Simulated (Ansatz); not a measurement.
# Sc2NS2 MXene monolayer in a perpendicular field, part 2 of 2

Aim: how the Sc2NS2 MXene monolayer screens a field along its normal, and what the field does to its bands. A positive field points along +c.

Ansatz 0.2.0; plane-wave DFT, PBE-D3(BJ), Ansatz PAW (set soft_1); PAW set soft_1.

So far. Step 2 (Relaxing the slab): The lattice constant a goes from 3.155 to 3.294 Å.

### 3. Single point, field 0

A sawtooth potential applies the field, turning back in the middle of the vacuum. With the dipole correction the typed value is the field outside the slab. The induced dipole is small, so the SCF threshold is tight.

The cell differs from the one that the last finished run ended in (c 43.244 → 23.879 Å).

input.yaml reads:

```yaml
crystal:
  lattice:
    - [3.2936762484, 0.0, 0.0]
    - [-1.6468381242, 2.852407303, 0.0]
    - [0.0, 0.0, 23.8788591858]
  atoms:
    - { symbol: S, position: [0.3333333333, 0.6666666667, 0.3769024278] }
    - { symbol: Sc, position: [0.6666666667, 0.3333333333, 0.4468528183] }
    - { symbol: "N", position: [0.0, 0.0, 0.5] }
    - { symbol: Sc, position: [0.3333333333, 0.6666666667, 0.5531471817] }
    - { symbol: S, position: [0.6666666667, 0.3333333333, 0.6230975722] }
kpoints:
  mp_grid: { grid: [18, 18, 1] }
  band_path:
    path: [[0, 0, 0], [0.5, 0, 0], [0.33333333, 0.33333333, 0], [0, 0, 0]]
    npoints: 16
hamiltonian:
  xc: pbe
  dispersion: d3bj
  pseudopotentials: { kind: paw, azcp: { folder: soft_1 } }
scf:
  occupations: { method: fermi_dirac, width: 0.02585 }
  convergence: { dr2_threshold: 1.0e-10 }
efield:
  axis: 3
  dipole_correction: true
  ramp_position: 0.97
  ramp_width: 0.06
  amplitude: 0
output:
  dos: { projected: true, e_range: [-6, 5] }
  write_potential: true
  write_density: true
  volumetric_format: npy
  elf: true
```

Run with:

```sh
> ansatz run input.yaml --threads 2 --pin off --max-ram 3072MiB --backend cpu --events-out ev --progress --plain --runs-dir out
```

Numbers of over 12 decimals in the logs are rounded to 6 here.

Log:

```text
[...]
Crystal: 5 atoms, lattice volume = 224.340 Å³
Basis set: ecut = 420 eV, 4495 PW (Γ)
Bands: 25, of which v1, the nominal top of the filled ones, is band 20 counted from 1 (19 counted from 0)
Symmetry: 6 space group operations
k-points: 37 of 324 (time reversal used)
[...]
SCF iter   1: F=—  HF=-6471.272329 eV  |F-HF|=—  |Δ(HF+E_count)|=         —  Δρ=6.11e-2  dr2=1.38e1  ethr=3.10e-3  p=-0.000 e·Å  D=-6.18e-15 V/Å  ΔV_dip=0.00 eV  dr2_dipole=1.40e-6  V_vac-E_F(+/−)=8.61/8.61 eV  ⟨swp⟩=8.3  Hψ=5185  notcnv=0
efield: sawtooth ramp at fractional position 0.9700 (set: `efield.ramp_position`, or a place that a band, a saddle search or an elastic batch's reference lends), width 0.0600; the density the first Hamiltonian is built on has a dipole p = -0.000 e·Å; the dipole correction subtracts the counter field D = -6.18e-15 V/Å, which shifts the + side's vacuum level by +0.00 eV against the − side's; the planar-averaged density in the ramp window peaks in size at 8.7e-7 e/Å³
[...]
SCF iter   2: F=—  HF=-6479.529367 eV  |F-HF|=—  |Δ(HF+E_count)|=    8.26e0  Δρ=1.37e-1  dr2=7.70e1  ethr=3.10e-3  p=-0.000 e·Å  D=-3.48e-4 V/Å  ΔV_dip=0.01 eV  dr2_dipole=7.91e-6  V_vac-E_F(+/−)=4.43/4.42 eV  ⟨swp⟩=5.1  Hψ=2903  notcnv=0  defer=38  recentre
[...]
SCF iter  12: F=-6468.166855 eV  HF=-6468.166855 eV  |F-HF|=7.19e-11  |Δ(HF+E_count)|=   1.53e-9  Δρ=1.76e-7  dr2=8.78e-11  ethr=1.00e-12  p=0.000 e·Å  D=7.98e-8 V/Å  ΔV_dip=-0.00 eV  dr2_dipole=2.46e-12  V_vac-E_F(+/−)=6.78/6.78 eV  ⟨swp⟩=13.2  Hψ=4093  notcnv=0
SCF 1 converged in 12 iterations: F = -6468.166855 eV  dr2 = 8.78e-11
[...]
NSCF: frozen V_eff on 49 k-points
efield: sawtooth ramp at fractional position 0.9700 (kept from the solve that this one continues, or follows in the run), width 0.0600; the density the first Hamiltonian is built on has a dipole p = 0.000 e·Å; the dipole correction subtracts the counter field D = 7.98e-8 V/Å, which shifts the + side's vacuum level by -0.00 eV against the − side's; the planar-averaged density in the ramp window peaks in size at 1.1e-6 e/Å³
WARN: The output density's exchange-correlation potential varies sharply where the density is thin. Do not read a vacuum level from v_tot or v_xc, or from such a field of the output density. On a cell that repeats whose density bears no net charge and no dipole along the vacuum's axis use v_es (v_loc + v_h of the components); under efield.dipole_correction with no amplitude use v_es + v_field, which holds any externa [...]
SCF converged after 12 iterations
Free energy (F): -6468.166855 eV
[...]
Internal energy: -6468.161317 eV  (E = F + TS)
E sigma→0 (E₀):  -6468.164086 eV
Entropy (-TS):   -0.005538 eV (-1.108 meV/atom)
Fermi energy:    -1.250448 eV
Dipole field:    D = -0.000002 V/Å  (p = -0.000002 e·Å, saw-weighted, corrected)
Work function:   Φ+ = 6.7831 eV   Φ− = 6.7830 eV
Levels:          The Fermi level and band energies are counted from a zero that moves with the ramp; work functions are not
[...]
--- Band table (eV; the first three rows and the last of 37) ---
  k-point 0: bands = [... 16 lower, -0.9479, -0.9479, -0.2280, -0.2280, 1.2504, 1.3323, 1.3323, 2.2894, ... 1 higher]
  k-point 1: bands = [... 16 lower, -1.0229, -0.9676, -0.4972, -0.3271, 1.2273, 1.3838, 1.4246, 2.3665, ... 1 higher]
  k-point 2: bands = [... 16 lower, -1.2304, -1.1192, -1.0299, -0.5492, 1.0319, 1.5588, 1.6286, 2.3943, ... 1 higher]
  k-point 36: bands = [... 16 lower, -3.3742, -3.3742, -2.6494, -2.6494, 2.0280, 2.0280, 2.0874, 3.1720, ... 1 higher]
```

Run time: 17 s. Hardware: 2 threads of Arm Neoverse V2, shared host; peak memory 0.54 GiB; 33 s of CPU time.

The column dr2 measures how far the density is from self-consistency, as an energy; F and HF (Harris–Foulkes) agree once it is small.

Numbers from this step:

```
energy at zero smearing   : -6468.1641 eV
work function, upper face : 6.783 eV
dipole along the normal   : -2.37e-6 e·Å
```

Running mean over a fixed 2.5 Å (it still follows the layers) of the planar mean; the ramp of the sawtooth is left out. Table of electron's electrostatic potential energy less the Fermi level by z:

z (Å), electron's electrostatic potential energy less the Fermi level (eV) and a bar from the least value:
```
        3       6.78 ##############################
        4       6.78 ##############################
        5       6.78 ##############################
        6       6.76 ##############################
        7       6.21 #############################
        8       1.88 ###################
        9      -2.51 ##########
       10      -6.89 
       11      -6.88 #
       12      -7.12 
       13      -6.77 #
       14      -6.79 #
       15      -1.88 ###########
       16       2.51 #####################
       17       6.40 #############################
       18       6.77 ##############################
       19       6.78 ##############################
       20       6.78 ##############################
```

The density of states has structure finer than the step of the table below, so its rows give means over 0.2 eV, whole bins alone (the curve runs from -6 to 1.99 eV). Peaks (eV: height): -3.11: 14.3, -2.47: 7.67, -2.33: 17.0, -2.20: 19.4, -1.62: 19.7, -1.42: 9.93, -1.09: 7.21.

Density of states against energy, zero at the Fermi level; means over each step:

```csv
energy (eV),density of states (states/eV a cell)
-4.6,0
-4.4,0.746
-4.2,1.34
-4.0,1.82
-3.8,2.56
-3.6,2.71
-3.4,3.37
-3.2,6.38
-3.0,4.68
-2.8,2.66
-2.6,2.78
-2.4,7.91
-2.2,7.80
-2.0,2.20
-1.8,2.79
-1.6,6.46
-1.4,5.58
-1.2,5.12
-1.0,4.73
-0.8,3.05
-0.6,2.99
-0.4,3.57
-0.2,3.16
0.0,2.33
0.2,2.03
0.4,0.700
0.6,0.485
0.8,0.625
1.0,0.931
1.2,0.878
1.4,0.991
1.6,1.10
1.8,1.24
```

Projected DOS per atom over height of the atomic layer and energy from the Fermi level. Layers: S Sc N Sc S from below.

Ten even steps from '_' (0.00 states/eV) to '@' (2.94 states/eV), each cell a mean:
```
__..__..__
__..__..__
__..__..__
__________
..______..
--______--
==..__..==
--______--
**......**
**......**
--......--
::::@@::::
::..**..::
--..--..--
--..++..--
....==....
__..::..__
__________
__________
__________
__________
__________
```
Columns: height of the atomic layer (Å) from 9 to 14.9 (not evenly spaced); rows upwards: energy from the Fermi level (eV) from -5.96 to 1.96.

The electronic bands at the labelled points (eV, zero at the Fermi level):

```csv
point,band 17,band 18,band 19,band 20,band 21,band 22,band 23,band 24
Γ,0.30,0.30,1.02,1.02,2.50,2.58,2.58,3.54
halfway,-1.35,-0.71,-0.10,0.18,1.50,3.36,3.50,3.50
M,-1.62,-1.08,-0.43,-0.16,0.79,3.17,4.47,4.56
halfway,-1.64,-1.41,-1.24,-1.09,1.79,3.74,4.00,4.18
K,-2.12,-2.12,-1.40,-1.40,3.28,3.28,3.34,4.42
halfway,-1.29,-1.03,-0.53,-0.43,2.14,2.58,3.81,4.16
Γ,0.30,0.30,1.02,1.02,2.50,2.58,2.58,3.54
```

Valence density in the ca plane at fractional y = 0.333, with atoms of Sc and S within 0.2 Å of it. It is the smooth field of the valence electrons, not physical close to the nuclei.

Ten steps, logarithmic in the rise over the least value, from '0' (0.0 e/Å³) to '9' (8.0 e/Å³), each cell a mean:
```
00000000000001223234553222222345543100000000
00000000000000112247886321122455554210000000
00000000000000011258997311123454455310000000
00000000000000111258996311123455554210000000
00000000000001122236764222122355553200000000
00000000000001233333333332222334432100000000
00000000000001344332223333333222211000000000
00000000000002344432223343333222211000000000
00000000000001233332223333332233321000000000
```
Columns run along c (16.0 Å, from fractional 0.14 to 0.81 of the cell), rows up along a (3.3 Å). Atoms in or near the plane, at fractional coordinates: Sc at (0.45, 0.67), S at (0.62, 0.67).

Electrostatic potential energy in the ca plane at fractional y = 0.333, with atoms of Sc and S within 0.2 Å of it. With pseudopotentials it is smooth inside the atoms' cores, unlike the true potential.

Values in eV, 5 rows by 16 columns, each cell a mean:
```
  6   6   6   6   5   3  -6 -28  -7  -1  -2 -23  -6   5   6   6
  6   6   6   6   5   4 -13 -42 -16   0  -4 -36 -18   5   6   6
  6   6   6   6   5   3  -6 -29  -8  -1  -3 -24  -7   5   6   6
  6   6   6   5   5  -1  -2  -3  -1  -5  -6   0   4   5   6   6
  6   6   6   5   5  -1  -2  -2  -1  -5  -6   1   4   5   6   6
```
Columns run along c (16.0 Å, from fractional 0.14 to 0.81 of the cell; values clipped at the 3rd and 97th percentile), rows up along a (3.3 Å). Atoms in or near the plane, at fractional coordinates: Sc at (0.45, 0.67), S at (0.62, 0.67).

ELF in the ca plane at fractional y = 0.333, with atoms of Sc and S within 0.2 Å of it. It is the smooth field of the valence electrons, not physical close to the nuclei.

Ten even steps from '0' (0.00) to '9' (0.92), each cell a mean:
```
00000000000012456413441232102588998742000000
00000000000000122126665111125885589974100000
00000000000000000046146101137871079974200000
00000000000000011036456101126883289974100000
00000000000001344225663122113788899853100000
00000000000124677631211453101368887521000000
00000000000246888862114763111124432100000000
00000000000247888863125773121012210000000000
00000000000136788741013663110146664210000000
```
Columns run along c (16.0 Å, from fractional 0.14 to 0.81 of the cell), rows up along a (3.3 Å). Atoms in or near the plane, at fractional coordinates: Sc at (0.45, 0.67), S at (0.62, 0.67).

The work function of the upper face is 6.78 eV.

### 4. Single point, field 0.1 V/Å

Changes to input.yaml since step 3:

```diff
@@ -26,7 +26,6 @@
   dipole_correction: true
-  ramp_position: 0.97
-  ramp_width: 0.06
-  amplitude: 0
+  ramp_position: 0.9477
+  ramp_width: 0.1047
+  amplitude: 0.1
 output:
-  dos: { projected: true, e_range: [-6, 5] }
   write_potential: true
@@ -34,2 +33 @@
   volumetric_format: npy
-  elf: true
```

Log:

```text
[...]
Crystal: 5 atoms, lattice volume = 224.340 Å³
Basis set: ecut = 420 eV, 4495 PW (Γ)
Bands: 25, of which v1, the nominal top of the filled ones, is band 20 counted from 1 (19 counted from 0)
Symmetry: 6 space group operations
k-points: 37 of 324 (time reversal used)
[...]
k-point 0: bands = [... 16 lower, -0.9482, -0.9482, -0.2284, -0.2284, 1.2499, 1.3319, 1.3319, 2.2889, ... 1 higher]
  k-point 1: bands = [... 16 lower, -1.0233, -0.9680, -0.4975, -0.3275, 1.2269, 1.3834, 1.4243, 2.3660, ... 1 higher]
  k-point 2: bands = [... 16 lower, -1.2308, -1.1194, -1.0303, -0.5495, 1.0315, 1.5583, 1.6282, 2.3939, ... 1 higher]
  k-point 36: bands = [... 16 lower, -3.3799, -3.3693, -2.6607, -2.6388, 2.0258, 2.0295, 2.0870, 3.1717, ... 1 higher]
[key lines of the parts left out:]
SCF converged after 13 iterations
Free energy (F): -6468.168881 eV
Fermi energy:    -1.250817 eV
Dipole field:    D = 0.032681 V/Å  (p = 0.040517 e·Å, saw-weighted, corrected)
```

It took 17 s on 2 threads; peak memory 0.52 GiB; 34 s of CPU time.

The dipole is 0.0405 e·Å.

### 5. Atoms held, field -0.1 V/Å

Changes to input.yaml since step 4:

```diff
@@ -28,3 +28,3 @@
   ramp_width: 0.1047
-  amplitude: 0.1
+  amplitude: -0.1
 output:
```

Log:

```text
[...]
Crystal: 5 atoms, lattice volume = 224.340 Å³
Basis set: ecut = 420 eV, 4495 PW (Γ)
Bands: 25, of which v1, the nominal top of the filled ones, is band 20 counted from 1 (19 counted from 0)
Symmetry: 6 space group operations
k-points: 37 of 324 (time reversal used)
[...]
k-point 0: bands = [... 16 lower, -0.9481, -0.9481, -0.2282, -0.2282, 1.2501, 1.3321, 1.3321, 2.2891, ... 1 higher]
  k-point 1: bands = [... 16 lower, -1.0231, -0.9678, -0.4974, -0.3273, 1.2271, 1.3835, 1.4244, 2.3662, ... 1 higher]
  k-point 2: bands = [... 16 lower, -1.2307, -1.1193, -1.0302, -0.5493, 1.0317, 1.5585, 1.6284, 2.3941, ... 1 higher]
  k-point 36: bands = [... 16 lower, -3.3797, -3.3691, -2.6605, -2.6386, 2.0259, 2.0296, 2.0872, 3.1718, ... 1 higher]
[key lines of the parts left out:]
SCF converged after 13 iterations
Free energy (F): -6468.168881 eV
Fermi energy:    -1.250657 eV
Dipole field:    D = -0.032680 V/Å  (p = -0.040517 e·Å, saw-weighted, corrected)
```

Elapsed: 20 s, on 2 threads; peak memory 0.52 GiB; 35 s of CPU time.

The dipole is -0.0405 e·Å.

### 6. Response, atoms held

This step: plane-wave DFT, PBE-D3(BJ), Ansatz PAW (set soft_1); response to a field along the normal, atoms held; PAW set soft_1 (Ansatz 0.2.0).

The dipoles give the slope, and the difference of two potentials shows where the field is screened.

Numbers from this step:

- equivalent conductor thickness p/(ε₀AE): 7.804 Å
- distance between the outer atoms: 5.879 Å

Table of dipole of the cell by applied field:

```csv
applied field (V/Å),dipole of the cell (e·Å)
-0.1000,-0.0405
0.0000,-2.4e-6
0.1000,0.0405
```

Local field over the applied field, running mean. From the potentials at -0.1 and 0.1 V/Å; running mean over 2.5 Å. The local field over applied field by z:

```csv
z (Å),local field over applied field
4.03,1.000
4.48,0.999
4.93,0.998
5.37,0.995
5.67,0.990
6.12,0.972
6.57,0.928
7.01,0.840
7.46,0.708
7.91,0.552
8.36,0.383
8.81,0.222
9.10,0.135
9.55,0.0518
10.00,0.0156
10.45,0.00183
10.89,0.00746
11.34,0.0199
11.79,0.0276
12.09,0.0276
12.54,0.0199
12.98,0.00746
13.43,0.00183
13.88,0.0156
14.33,0.0518
14.78,0.135
15.07,0.222
15.52,0.383
15.97,0.552
16.42,0.708
16.86,0.840
17.31,0.928
17.76,0.972
18.21,0.990
18.51,0.995
18.95,0.998
19.40,0.999
19.85,1.000
```

The induced electron density oscillates, so the rows of the table below give means over windows of 1 Å about each position, cut where the curve ends. Its maxima inside the range that stand out by 2 % of the span (Å: e/Å³ per V/Å): 8.1: 0.00365, 9.1: 0.00155, 11.2: 2.3e-4, 13.6: 6.9e-4, 15.1: -0.00137. Its minima: 8.8: 0.00137, 10.3: -6.9e-4, 12.7: -2.3e-4, 14.8: -0.00155, 15.8: -0.00365.

Electrons, planar mean, per unit field. Induced electron density against z; means over each step:

```csv
z (Å),induced electron density (e/Å³ per V/Å)
5,9.8e-6
6,1.2e-4
7,9.8e-4
8,0.00308
9,0.00148
10,-2.2e-4
11,-4.8e-5
12,-1.9e-5
13,1.4e-4
14,2.7e-5
15,-0.00168
16,-0.00299
17,-7.8e-4
18,-8.7e-5
19,-7.1e-6
```

By hand: between -0.1 and 0.1 V/Å the dipole changes by 0.08103 e·Å, a slope of 0.4052 e·Å²/V. A perfect conductor of thickness t has p = ε₀AEt, so t = 180.95 × 0.4052 / 9.395 = 7.80 Å (e/ε₀ = 180.95 V·Å, A in Å²).

The induced dipole is that of a conductor 7.80 Å thick.

### 7. Results

```yaml
gap_without_field: none
work_function_upper_face: 6.78 eV
equivalent_conductor_thickness_atoms_held: 7.80 Å
```

The induced dipole equals that of a perfect conductor 7.80 Å thick, while the outer atoms lie 5.88 Å apart. There is no gap over 0.03 eV, with or without the field. The first relaxation ran with spin and lost its moment, and the later runs have none; other magnetic states were not tried. The MXene's terminations sit over the metal atoms of its far layer; the site over carbon or nitrogen, which some compounds prefer, was not run.

[Logs are printed without paths, hosts, clocks, repeated set-up lines and the standing remarks that a program may print on its own settings, such as how far it seeks lower states.]

[Hosts, paths, dates, database ids (printed as entryN), source tags and the programs' standing remarks are cut or masked in the printed files.]

[Maps of the electrostatic potential energy from Ansatz leave out the sawtooth potential of an applied field or a dipole correction, so their vacuum need not be flat; planar profiles and work functions include it.]

[The density of states shown here was stored with 400 of the rows of the run's finer table, so its peaks can read low, often by over a quarter, or be missed, and its means over a window can be off by a tenth or more.]
